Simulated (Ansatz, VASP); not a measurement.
# Si23PH6F2: VASP beside Ansatz, part 2 of 2

Wanted: the spread between two codes on one cell, functional and k mesh. The cell is taken from a series of runs on this material, whose earlier steps may have relaxed, scaled, displaced or heated it; both programs get it as it stands.

VASP 6.6.1 and Ansatz 0.2.0.

So far. Step 4 (Comparison): The forces differ by 30 meV/Å r.m.s., which is 10.9 % of the r.m.s. force of 0.272 eV/Å (both taken over all components). Where the cell holds vacuum, a pressure given here is an average over it and none of the material.

## Step 5: VASP: single point, PBE, pair 2

Level of this step: PBE; plane waves and PAW (F, H, Si, P) (VASP).

A single point takes one fixed geometry, so differences don't come from the geometry; what else differs is listed under the comparison.

INCAR

```
SYSTEM = Si23PH6F2
PREC = Accurate
ENCUT = 520
EDIFF = 1E-06
NELM = 120
ISMEAR = -1
SIGMA = 0.02
LREAL = Auto
ALGO = Normal
GGA = PE
NBANDS = 80
LORBIT = 11
LWAVE = .FALSE.
LCHARG = .FALSE.
ISIF = 2
LDIPOL = .TRUE.
IDIPOL = 3
DIPOL = 0.5 0.5 0.497
LVHAR = .TRUE.
LASPH = .TRUE.
GGA_COMPAT = .FALSE.
NELMDL = -8
KPAR = 4
```

POSCAR

```
Si23PH6F2
1.0
    7.6791796437      0.0000000000      0.0000000000
    3.8395898218      6.6503646517      0.0000000000
    0.0000000000      0.0000000000     24.1437769138
F H Si P
2 6 23 1
Direct
    0.0003751822      0.9992496354      0.7104197188
    0.5003751822      0.9992496354      0.7104197188
    0.9993744617      0.5012510765      0.7062129643
    0.4993744617      0.5012510765      0.7062129643
    1.0000000000      0.0000000000      0.2899297830
    0.5000000000      0.0000000000      0.2899297830
    1.0000000000      0.5000000000      0.2899297830
    0.5000000000      0.5000000000      0.2899297830
    0.9998855894      0.0002288211      0.6428003484
    0.4998855894      0.0002288211      0.6428003484
    0.0001692728      0.4996614543      0.6441246025
    0.8326316814      0.3347366372      0.6117484291
    0.3326316814      0.3347366372      0.6117484291
    0.8340774322      0.8318451356      0.6115091898
    0.3340774322      0.8318451356      0.6115091898
    0.8334682583      0.3330634833      0.5138637456
    0.3334682583      0.3330634833      0.5138637456
    0.8331846576      0.8336306848      0.5135423347
    0.3331846576      0.8336306848      0.5135423347
    0.1665129132      0.1669741736      0.4806198777
    0.6665129131      0.1669741736      0.4806198777
    0.1668035054      0.6663929892      0.4806208211
    0.6668035054      0.6663929892      0.4806208211
    0.1666666664      0.1666666670      0.3828627570
    0.6666666664      0.1666666670      0.3828627570
    0.1666666664      0.6666666670      0.3828627570
    0.6666666664      0.6666666670      0.3828627570
    1.0000000000      0.0000000000      0.3504008520
    0.5000000000      0.0000000000      0.3504008520
    1.0000000000      0.5000000000      0.3504008520
    0.5000000000      0.5000000000      0.3504008520
    0.5001692728      0.4996614543      0.6441246025
```

KPOINTS

```
Automatic mesh
0
Gamma
3 3 1
0 0 0
```

PAW data sets: F, H, Si and P (PBE family, release 64).

Started as:

```
> mpirun -np 4 vasp_std
```

Numbers of over 12 decimals in the logs are rounded to 6 here.

Log:

```text
[banner, memory and clock lines left out]
running    4 mpi-ranks, on    1 nodes
[...]
LDA part: xc-table for (Slater+PW92), standard interpolation
 POSCAR, INCAR and KPOINTS ok, starting setup
[...]
entering main loop
       N       E                     dE             d eps       ncg     rms          rms(c)
DAV:   1     0.652000690240E+03    0.65200E+03   -0.39762E+04   640   0.109E+03
DAV:   2    -0.737062684500E+02   -0.72571E+03   -0.70052E+03   888   0.210E+02
DAV:   3    -0.161393659378E+03   -0.87687E+02   -0.86750E+02   760   0.745E+01
DAV:   4    -0.164868944639E+03   -0.34753E+01   -0.34607E+01   848   0.165E+01
[...]
DAV:  31    -0.159758571785E+03   -0.28142E-05   -0.11677E-07   528   0.109E-03    0.215E-04
DAV:  32    -0.159758572856E+03   -0.10707E-05   -0.32834E-08   480   0.426E-04    0.254E-04
DAV:  33    -0.159758573467E+03   -0.61104E-06   -0.48472E-08   496   0.891E-04
   1 F= -.15975857E+03 E0= -.15974722E+03  d E =-.227004E-01
```

From OUTCAR (step 5):

```text
  Total        4.1710731      5.2097913      0.4286272     -0.0000000      0.2850258     -0.0000000
  in kB        5.4199201      6.7696374      0.5569610     -0.0000000      0.3703644     -0.0000000
  external PRESSURE =       4.2488395 kB  Pullay stress =       0.0000000 kB

 POSITION                                       TOTAL-FORCE (eV/Angst)
 -----------------------------------------------------------------------------------
      3.83959      6.64537     17.15222         0.033438      0.030972      0.288851
      7.67918      6.64537     17.15222        -0.033438      0.030972      0.288851
      9.59897      3.33350     17.05065         0.000000     -0.028954      0.029423
      5.75938      3.33350     17.05065         0.000000     -0.013787     -1.293251
      0.00000      0.00000      7.00000         0.013668      0.008539     -0.755419
      3.83959      0.00000      7.00000        -0.013668      0.008539     -0.755419
      1.91979      3.32518      7.00000         0.000000     -0.020845     -0.757399
      5.75938      3.32518      7.00000         0.000000     -0.003171     -0.766130
      7.67918      0.00152     15.51963        -0.139621     -0.108690     -0.302692
      3.83959      0.00152     15.51963         0.139621     -0.108690     -0.302692
      1.91979      3.32293     15.55160        -0.000000      0.246988      0.080005
      7.67918      2.22612     14.76992         0.186757     -0.259671      0.123548
      3.83959      2.22612     14.76992        -0.186757     -0.259671      0.123548
      9.59897      5.53207     14.76414        -0.000000      0.034984     -0.025946
[...]
-----------------------------------------------------------------------------------
    total drift:                                0.000003     -0.000399      0.004085

  FREE ENERGIE OF THE ION-ELECTRON SYSTEM (eV)
  ---------------------------------------------------
  free  energy   TOTEN  =      -159.7585734670 eV

  energy  without entropy=     -159.7358730815  energy(sigma->0) =     -159.74722327

[... 2 parts as in an earlier step ...]

[... 1 further part left out ...]
[key lines of the parts left out:]
E-fermi :   0.3859
```

## Step 6: Ansatz: single point, PBE, pair 2

The same cell, functional, mesh and smearing now go to Ansatz, which takes its cutoff from its data sets.

The cell is taken from a series of runs on this material, whose earlier steps may have relaxed, scaled, displaced or heated it; both programs get it as it stands.

input.yaml

```yaml
crystal:
  lattice:
    - [7.6791796437, 0.0, 0.0]
    - [3.8395898218, 6.6503646517, 0.0]
    - [0.0, 0.0, 24.1437769138]
  atoms:
    - { symbol: F, position: [0.0003751823, -0.0007503646, 0.7104197188] }
    - { symbol: F, position: [0.5003751823, -0.0007503646, 0.7104197188] }
    - { symbol: H, position: [-0.0006255383, 0.5012510765, 0.7062129643] }
    - { symbol: H, position: [0.4993744617, 0.5012510765, 0.7062129643] }
    - { symbol: Si, position: [-0.0001144105, 0.0002288211, 0.6428003484] }
    - { symbol: Si, position: [0.4998855895, 0.0002288211, 0.6428003484] }
    - { symbol: Si, position: [0.0001692728, 0.4996614543, 0.6441246025] }
    - { symbol: P, position: [0.5001692728, 0.4996614543, 0.6441246025] }
    - { symbol: Si, position: [0.8326316814, 0.3347366372, 0.6117484291] }
    - { symbol: Si, position: [0.3326316814, 0.3347366372, 0.6117484291] }
    - { symbol: Si, position: [0.8340774322, 0.8318451356, 0.6115091898] }
    - { symbol: Si, position: [0.3340774322, 0.8318451356, 0.6115091898] }
    - { symbol: Si, position: [0.8334682584, 0.3330634833, 0.5138637456] }
    - { symbol: Si, position: [0.3334682584, 0.3330634833, 0.5138637456] }
    - { symbol: Si, position: [0.8331846576, 0.8336306848, 0.5135423347] }
    - { symbol: Si, position: [0.3331846576, 0.8336306848, 0.5135423347] }
    - { symbol: Si, position: [0.1665129132, 0.1669741736, 0.4806198777] }
    - { symbol: Si, position: [0.6665129132, 0.1669741736, 0.4806198777] }
    - { symbol: Si, position: [0.1668035054, 0.6663929892, 0.4806208211] }
    - { symbol: Si, position: [0.6668035054, 0.6663929892, 0.4806208211] }
    - { symbol: Si, position: [0.1666666665, 0.166666667, 0.382862757] }
    - { symbol: Si, position: [0.6666666665, 0.166666667, 0.382862757] }
    - { symbol: Si, position: [0.1666666665, 0.666666667, 0.382862757] }
    - { symbol: Si, position: [0.6666666665, 0.666666667, 0.382862757] }
    - { symbol: Si, position: [0.0, 0.0, 0.350400852] }
    - { symbol: Si, position: [0.5, 0.0, 0.350400852] }
    - { symbol: Si, position: [0.0, 0.5, 0.350400852] }
    - { symbol: Si, position: [0.5, 0.5, 0.350400852] }
    - { symbol: H, position: [0.0, 0.0, 0.289929783] }
    - { symbol: H, position: [0.5, 0.0, 0.289929783] }
    - { symbol: H, position: [0.0, 0.5, 0.289929783] }
    - { symbol: H, position: [0.5, 0.5, 0.289929783] }
kpoints:
  mp_grid: { grid: [3, 3, 1] }
scf:
  occupations: { method: fermi_dirac, width: 0.02 }
  n_extra_bands: 25
hamiltonian:
  xc: pbe
  pseudopotentials: { kind: paw, azcp: { folder: soft_1 } }
output:
  forces: true
  write_potential: true
  volumetric_format: []
efield:
  axis: 3
  dipole_correction: true
```

Started as:

```
> ansatz run input.yaml --threads 4 --pin off --max-ram 11264MiB --backend cpu --events-out ev --progress --plain --runs-dir out
```

Log:

```text
[...]
Crystal: 32 atoms, lattice volume = 1233.007 Å³
Basis set: ecut = 420 eV, 24051 PW (Γ), exchange–correlation on 108×108×324 points (8 copies of the dense FFT grid, shifted against one another)
Bands: 84, of which v1, the nominal top of the filled ones, is band 59 counted from 1 (58 counted from 0)
Symmetry: 2 space group operations
[...]
k-point 1: bands = [... 55 lower, -1.5841, -1.3172, -0.8288, 0.6299, 1.0417, 1.3736, 1.4531, 1.5398, ... 21 higher]
  k-point 2: bands = [... 55 lower, -1.5502, -1.3769, -0.8432, 0.6034, 1.0605, 1.3887, 1.4877, 1.5912, ... 21 higher]
  k-point 3: bands = [... 55 lower, -1.8090, -1.7181, -1.6160, 1.5014, 1.5607, 1.7879, 1.9372, 2.1033, ... 21 higher]
[key lines of the parts left out:]
SCF converged after 14 iterations
Free energy (F): -17091.487971 eV
Fermi energy:    0.607953 eV
Dipole field:    D = -0.021973 V/Å  (p = -0.149722 e·Å, saw-weighted, corrected)
Work function:   Φ+ = 4.2368 eV   Φ− = 3.7063 eV
```

## Step 7: Side by side

Compared:

```
                                   quantity  Ansatz  VASP  difference
 work function, lower of the two faces (eV)    3.71  3.71        0.00
work function, higher of the two faces (eV)    4.24  4.27       -0.03
```

Forces on 10 of the 32 atoms, those with the largest forces and the largest differences (eV/Å; atoms numbered as in POSCAR):

```
atom          Ansatz x, y, z            VASP x, y, z
  F1     0.033, 0.031, 0.108     0.033, 0.031, 0.289
  H4   0.000, -0.013, -1.269   0.000, -0.014, -1.293
  H7   0.000, -0.021, -0.767   0.000, -0.021, -0.757
  H8   0.000, -0.003, -0.776   0.000, -0.003, -0.766
 Si9  -0.138, -0.108, -0.119  -0.140, -0.109, -0.303
Si10   0.138, -0.108, -0.119   0.140, -0.109, -0.303
Si28   -0.033, -0.029, 0.903   -0.034, -0.029, 0.895
Si29    0.033, -0.029, 0.903    0.034, -0.029, 0.895
Si30     0.000, 0.044, 0.893     0.000, 0.045, 0.885
Si31     0.000, 0.003, 0.874     0.000, 0.003, 0.865
```

The forces differ by 37 meV/Å r.m.s., which is 12.6 % of the r.m.s. force of 0.298 eV/Å (both taken over all components). Where the cell holds vacuum, a pressure given here is an average over it and none of the material.

## Step 8: Ansatz: single point, PBE, pair 3

A single point takes one fixed geometry, so differences don't come from the geometry; what else differs is listed under the comparison.

The cell is taken from a series of runs on this material, whose earlier steps may have relaxed, scaled, displaced or heated it; both programs get it as it stands.

Changes to input.yaml since step 6:

```diff
@@ -13,4 +13,4 @@
     - { symbol: Si, position: [0.0001692728, 0.4996614543, 0.6441246025] }
-    - { symbol: P, position: [0.5001692728, 0.4996614543, 0.6441246025] }
-    - { symbol: Si, position: [0.8326316814, 0.3347366372, 0.6117484291] }
+    - { symbol: Si, position: [0.5001692728, 0.4996614543, 0.6441246025] }
+    - { symbol: P, position: [0.8326316814, 0.3347366372, 0.6117484291] }
     - { symbol: Si, position: [0.3326316814, 0.3347366372, 0.6117484291] }
```

Log:

```text
[...]
Crystal: 32 atoms, lattice volume = 1233.007 Å³
Basis set: ecut = 420 eV, 24051 PW (Γ), exchange–correlation on 108×108×324 points (8 copies of the dense FFT grid, shifted against one another)
Bands: 84, of which v1, the nominal top of the filled ones, is band 59 counted from 1 (58 counted from 0)
Symmetry: 2 space group operations
[...]
k-point 1: bands = [... 55 lower, -1.6173, -1.3847, -0.8679, 0.5976, 1.0387, 1.2745, 1.4262, 1.5795, ... 21 higher]
  k-point 2: bands = [... 55 lower, -1.6034, -1.4290, -0.8825, 0.6017, 1.1211, 1.2932, 1.3995, 1.5233, ... 21 higher]
  k-point 3: bands = [... 55 lower, -1.8887, -1.7982, -1.6421, 1.4510, 1.6888, 1.7326, 1.8821, 2.0486, ... 21 higher]
[key lines of the parts left out:]
SCF converged after 15 iterations
Free energy (F): -17091.657683 eV
Fermi energy:    0.593247 eV
Dipole field:    D = -0.030893 V/Å  (p = -0.210503 e·Å, saw-weighted, corrected)
Work function:   Φ+ = 4.3929 eV   Φ− = 3.6470 eV
```

## Step 9: VASP: single point, PBE, pair 3

The same cell, functional, mesh and smearing now go to VASP, with its own data sets.

INCAR is that of step 5.

POSCAR

```
Si23PH6F2
1.0
    7.6791796437      0.0000000000      0.0000000000
    3.8395898218      6.6503646517      0.0000000000
    0.0000000000      0.0000000000     24.1437769138
F H Si P
2 6 23 1
Direct
    0.0003751823      0.9992496354      0.7104197188
    0.5003751823      0.9992496354      0.7104197188
    0.9993744618      0.5012510765      0.7062129643
    0.4993744618      0.5012510765      0.7062129643
    0.0000000000      0.0000000000      0.2899297830
    0.5000000000      0.0000000000      0.2899297830
    0.0000000000      0.5000000000      0.2899297830
    0.5000000000      0.5000000000      0.2899297830
    0.9998855894      0.0002288211      0.6428003484
    0.4998855894      0.0002288211      0.6428003484
    0.0001692729      0.4996614543      0.6441246025
    0.5001692728      0.4996614543      0.6441246025
    0.3326316814      0.3347366372      0.6117484291
    0.8340774322      0.8318451356      0.6115091898
    0.3340774322      0.8318451356      0.6115091898
    0.8334682584      0.3330634833      0.5138637456
    0.3334682584      0.3330634833      0.5138637456
    0.8331846576      0.8336306848      0.5135423347
    0.3331846576      0.8336306848      0.5135423347
    0.1665129132      0.1669741736      0.4806198777
    0.6665129132      0.1669741736      0.4806198777
    0.1668035054      0.6663929892      0.4806208211
    0.6668035054      0.6663929892      0.4806208211
    0.1666666665      0.1666666670      0.3828627570
    0.6666666665      0.1666666670      0.3828627570
    0.1666666665      0.6666666670      0.3828627570
    0.6666666665      0.6666666670      0.3828627570
    0.0000000000      0.0000000000      0.3504008520
    0.5000000000      0.0000000000      0.3504008520
    0.0000000000      0.5000000000      0.3504008520
    0.5000000000      0.5000000000      0.3504008520
    0.8326316814      0.3347366372      0.6117484291
```

KPOINTS is that of step 5.

Started as:

```
> mpirun -np 4 vasp_std
```

Log:

```text
[... set-up lines as in an earlier step ...]
 entering main loop
       N       E                     dE             d eps       ncg     rms          rms(c)
DAV:   1     0.651882767571E+03    0.65188E+03   -0.39755E+04   640   0.109E+03
DAV:   2    -0.738109079116E+02   -0.72569E+03   -0.70028E+03   888   0.210E+02
DAV:   3    -0.161765221587E+03   -0.87954E+02   -0.86997E+02   768   0.744E+01
DAV:   4    -0.165114466164E+03   -0.33492E+01   -0.33341E+01   856   0.162E+01
[...]
DAV:  31    -0.159924149254E+03   -0.15188E-05   -0.57046E-08   496   0.652E-04    0.322E-04
DAV:  32    -0.159924150695E+03   -0.14414E-05   -0.41389E-08   488   0.468E-04    0.286E-04
DAV:  33    -0.159924151117E+03   -0.42193E-06   -0.13046E-08   472   0.271E-04
   1 F= -.15992415E+03 E0= -.15991230E+03  d E =-.236955E-01
```

From OUTCAR (step 9):

```text
  Total        4.9171961      3.9488041     -0.4617139     -0.0000000     -0.0624993      0.0000000
  in kB        6.3894374      5.1311024     -0.5999541     -0.0000000     -0.0812120      0.0000000
  external PRESSURE =       3.6401952 kB  Pullay stress =       0.0000000 kB

 POSITION                                       TOTAL-FORCE (eV/Angst)
 -----------------------------------------------------------------------------------
      3.83959      6.64537     17.15222        -0.000000      0.303125     -0.033429
      7.67918      6.64537     17.15222        -0.000000      0.005347      0.255062
      9.59897      3.33350     17.05065        -0.212961     -0.129059     -0.034208
      5.75938      3.33350     17.05065         0.212961     -0.129059     -0.034208
      0.00000      0.00000      7.00000        -0.000000      0.009707     -0.762004
      3.83959      0.00000      7.00000         0.000000     -0.000772     -0.744898
      1.91979      3.32518      7.00000        -0.008902     -0.004063     -0.763481
      5.75938      3.32518      7.00000         0.008902     -0.004063     -0.763481
      7.67918      0.00152     15.51963         0.000000     -0.356121     -0.374634
      3.83959      0.00152     15.51963         0.000000     -0.036439     -0.297047
      1.91979      3.32293     15.55160         0.199364      0.125237     -0.199122
      5.75938      3.32293     15.55160        -0.199364      0.125237     -0.199122
      3.83959      2.22612     14.76992         0.000000     -0.183053     -0.114301
      9.59897      5.53207     14.76414        -0.157932      0.152157     -0.078804
[...]
-----------------------------------------------------------------------------------
    total drift:                                0.000002     -0.000607      0.003348

  FREE ENERGIE OF THE ION-ELECTRON SYSTEM (eV)
  ---------------------------------------------------
  free  energy   TOTEN  =      -159.9241511171 eV

  energy  without entropy=     -159.9004556046  energy(sigma->0) =     -159.91230336

[... 2 parts as in an earlier step ...]

[... 1 further part left out ...]
[key lines of the parts left out:]
E-fermi :   0.3727
```

## Step 10: Differences

Both answers:

```
                                   quantity  Ansatz  VASP  difference
 work function, lower of the two faces (eV)    3.65  3.65        0.00
work function, higher of the two faces (eV)    4.39  4.42       -0.03
```

Forces on 10 of the 32 atoms, those with the largest forces and the largest differences (eV/Å; atoms numbered as in POSCAR):

```
atom          Ansatz x, y, z            VASP x, y, z
  F1    0.000, 0.303, -0.217    0.000, 0.303, -0.033
  H5    0.000, 0.010, -0.772    0.000, 0.010, -0.762
  H7  -0.009, -0.004, -0.773  -0.009, -0.004, -0.763
  H8   0.009, -0.004, -0.773   0.009, -0.004, -0.763
 Si9   0.000, -0.360, -0.186   0.000, -0.356, -0.375
Si10   0.000, -0.037, -0.113   0.000, -0.036, -0.297
Si28    0.000, -0.034, 0.900    0.000, -0.034, 0.891
Si29     0.000, 0.000, 1.001     0.000, 0.000, 0.993
Si30     0.031, 0.021, 0.894     0.031, 0.022, 0.885
Si31    -0.031, 0.021, 0.894    -0.031, 0.022, 0.885
```

The forces differ by 38 meV/Å r.m.s., which is 13.8 % of the r.m.s. force of 0.274 eV/Å (both taken over all components). Where the cell holds vacuum, a pressure given here is an average over it and none of the material.

## Step 11: Outcome

```json
{"r.m.s. force difference (single point, PBE, pair 1)": "11 % of the r.m.s. force", "r.m.s. force difference (single point, PBE, pair 2)": "13 % of the r.m.s. force", "r.m.s. force difference (single point, PBE, pair 3)": "14 % of the r.m.s. force"}
```

**Reading.** The r.m.s. force difference is 14 % of the r.m.s. force (single point, PBE, pair 3), beyond the 3 % picked in this series as the mark of a large difference. What causes the difference of the single point, PBE, pair 1 pair stays open here. What causes the difference of the single point, PBE, pair 2 pair stays open here. What causes the difference of the single point, PBE, pair 3 pair stays open here. 1 further pair of this series is not shown here. How closely two codes agree says nothing of how well the functional describes the real material.

[Lines on the potential files, build, host, timing and source positions are cut from VASP's logs without a mark.]

[Logs are printed without paths, hosts, clocks, repeated set-up lines and the standing remarks that a program may print on its own settings, such as how far it seeks lower states.]

[Hosts, paths, dates, database ids (printed as entryN), source tags and the programs' standing remarks are cut or masked in the printed files.]
